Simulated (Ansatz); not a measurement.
**BeS: experiment and calculation**

**What was measured.**

A printed reference work (textbook) reports, for a bulk crystal of BeS: lattice constant a 4.86 Å.

Computed with DFT PBE, scalar-relativistic, plane waves, PAW in Ansatz.

Plane waves to 420 eV, a k mesh through Γ of 8×8×8 on the computed 2-atom cell and Gaussian smearing (0.02 eV); no spin polarisation.

Relaxed structure:

```
Be S
1.0
     0.00000    2.43807    2.43807
     2.43807    0.00000    2.43807
     2.43807    2.43807    0.00000
Be S
1 1
Direct
  0.00000 0.00000 0.00000
  0.75000 0.75000 0.75000
```

| Item | Value |
| --- | --- |
| Space group | F-43m (No. 216) |
| Volume per atom | 14.49 Å³ |
| Formation energy from the elements' standard states (uncorrected) | -1.070 eV/atom |
| Kohn–Sham band gap | 3.15 eV, indirect from Γ to X |
| Orbital (Löwdin) character of the top 1 eV of the valence band | S 3p 93 %, unprojected 6 % |
| Electron masses at the edge by direction of the standard setting (m_e; one valley, along these axes only; no spin-orbit coupling) | x: 0.84; y: 0.29; z: 0.29 |
| Hole masses at the edge by direction of the standard setting (m_e; one valley, along these axes only; no spin-orbit coupling) | x: 0.57, 0.57, 0.34; y: 0.57, 0.57, 0.34; z: 0.57, 0.57, 0.34 |
| Bader charge by site (e) | Be (1 in the cell) 1.62, S (1 in the cell) -1.62 |

Measured lattice constant a of BeS: 4.86 Å (a printed reference work (textbook)). This calculation gives 4.876 Å (+0.3 %). The calculation is for 0 K without zero-point motion.

The cell was reached from a generator's guess, though it ends in a space group that the Crystallography Open Database lists for this formula. Kohn–Sham gaps at this level usually fall short of measured ones.
